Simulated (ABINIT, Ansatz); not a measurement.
Given: the input of a run of ABINIT 10.8.3 (patched build) on Ge. Atoms were shifted at random by some hundredths of an Å from the given cell, which wasn't relaxed again for these runs. This isn't the form of Ge at room conditions, which is diamond.

run.abi

```
# Pseudopotentials
pp_dirpath "./"
pseudos "Ge.upf"

# Structure
acell 2.9911060964 2.9911060964 4.72759579 Angstrom
rprim
     0.4974925252    -0.8674682630     0.0000000000
     0.4974925252     0.8674682630     0.0000000000
     0.0000000000     0.0000000000     1.0000000000
ntypat 1
znucl 32
natom 2
typat 1 1
xred
     0.3271040000     0.6793620000     0.2532250000
     0.6791040000     0.3358940000     0.7452560000
chkprim 0
chksymtnons 0
tolsym 1.0e-6

# Plane-wave basis
ecut 39.0

# k points
kptopt 1
ngkpt 10 10 6
nshiftk 1
shiftk 0.0 0.0 0.0

# Exchange and correlation
ixc -116133

# Bands and occupations
nband 18
occopt 3
tsmear 0.05 eV

# SCF cycle
nstep 100
tolvrs 1.0e-10

# Output
iomode 3
prtwf 0
prteig 0
prtebands 0
enunit 2
prtden 1
prtvha 1
prtvclmb 1
prtpot 1
prtelf 1
```

Potentials or basis: PseudoDojo NC SR PBEsol v0.4.1 standard.

Run with:

```sh
$ abinit run.abi > log 2>&1
```

Task: Translate it to Ansatz 0.2.0. Potentials or basis there: Ansatz PAW, cutoff 420 eV.

Result: As run (cutoffs and basis follow the program's own potentials, and thresholds, step limits or extra output files can differ):

The input input.yaml:

```yaml
crystal:
  lattice:
    - [1.488052925, -2.59468961, 0.0]
    - [1.488052925, 2.59468961, 0.0]
    - [0.0, 0.0, 4.72759579]
  atoms:
    - { symbol: Ge, position: [0.327104, 0.679362, 0.253225] }
    - { symbol: Ge, position: [0.679104, 0.335894, 0.745256] }
hamiltonian:
  xc: pbesol
  pseudopotentials: { kind: paw }
kpoints:
  mp_grid: { grid: [10, 10, 6] }
scf:
  occupations: { method: fermi_dirac, width: 0.05 }
output:
  forces: true
  stress: true
  eigenvalues: true
```

Potentials or basis: Ansatz PAW.

Launch:

```sh
$ ansatz run input.yaml --threads 1 --pin off --max-ram 3584MiB --backend cpu --events-out ev --progress --plain --runs-dir out
```

Both were run:

|  | ABINIT | Ansatz |
| --- | --- | --- |
| Pressure | 0.6 GPa | 0.5 GPa |

Ansatz's pressure holds a Pulay term of +0.04 GPa for its cutoff of 420 eV, which the other run lacks.

Ansatz's potentials were made for PBE.

Where Ansatz's input types no cutoff or centring, it takes its own default and a Γ-centred mesh.

The undisturbed cell isn't at this level's minimum, so the move can lower the energy.

Pressure is positive in compression.
